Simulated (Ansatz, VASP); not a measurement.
AlCu3: VASP beside Ansatz

File POSCAR:

```
AlCu3
1.0
    0.0000000000      2.8880109880      2.8880109880
    2.8880109880      0.0000000000      2.8880109880
    2.8880109880      2.8880109880      0.0000000000
Al Cu
1 3
Direct
    0.0000000000      0.0000000000      0.0000000000
    0.5000000000      0.5000000000      0.5000000000
    0.2500000000      0.2500000000      0.2500000000
    0.7500000000      0.7500000000      0.7500000000
```

The input INCAR.step1:

```
SYSTEM = AlCu3
PREC = Accurate
ENCUT = 520
ISMEAR = 0
SIGMA = 0.1
LREAL = .FALSE.
LASPH = .TRUE.
NELM = 80
NBANDS = 26
GGA = PE
ALGO = Normal
EDIFF = 1E-4
LWAVE = .TRUE.
LCHARG = .FALSE.
```

File INCAR.step2:

```
SYSTEM = AlCu3
PREC = Accurate
ENCUT = 520
EDIFF = 1E-6
ISMEAR = 0
SIGMA = 0.1
LREAL = .FALSE.
LASPH = .TRUE.
NELM = 80
ALGO = Normal
ISIF = 2
LWAVE = .FALSE.
LCHARG = .TRUE.
METAGGA = R2SCAN
LMIXTAU = .TRUE.
LELF = .TRUE.
LVHAR = .TRUE.
NBANDS = 26
ISTART = 1
```

File KPOINTS:

```
regular mesh
0
G
  6 6 6
  0 0 0
```

Input for Ansatz:

```yaml
crystal:
  lattice:
    - [0.0, 2.888010988, 2.888010988]
    - [2.888010988, 0.0, 2.888010988]
    - [2.888010988, 2.888010988, 0.0]
  atoms:
    - { symbol: Al, position: [0.0, 0.0, 0.0] }
    - { symbol: Cu, position: [0.5, 0.5, 0.5] }
    - { symbol: Cu, position: [0.25, 0.25, 0.25] }
    - { symbol: Cu, position: [0.75, 0.75, 0.75] }
basis:
  ecutwfc: 500
kpoints:
  mp_grid: { grid: [6, 6, 6] }
hamiltonian:
  xc: r2scan
scf:
  occupations: { method: gaussian, width: 0.1 }
output:
  forces: true
  stress: true
  eigenvalues: true
```

The cell comes from a database or a generator and needn't be the stable form of this composition.

Alike in both runs: task single point; functional r2SCAN; k mesh 6 × 6 × 6; occupations gaussian, width 0.1 eV; no spin polarisation.

|  | VASP | Ansatz |
| --- | --- | --- |
| version | VASP 6.6.1 | Ansatz 0.2.0 |
| potentials or method | VASP PAW PBE potentials, release 64 (Al, Cu) | scalar-relativistic, plane waves, PAW |
| plane-wave cutoff (eV) | 520 | 500 |
| valence electrons in the cell | 36 | 60 |

Ansatz gave:

```
gap on the k mesh at the Fermi level (eV) : none
pressure (GPa)                            : 0.5
```

Task: What did VASP give for the same quantities?

Result: gap on the k mesh at the Fermi level (eV): none; pressure (GPa): 0.8.

A gap of «none» marks a metal or a gap that the smearing closes. The two sets of potentials don't hold the same shells in valence.

Caveats: the PAW data sets were made with another functional, which shifts forces and pressure a little (VASP).
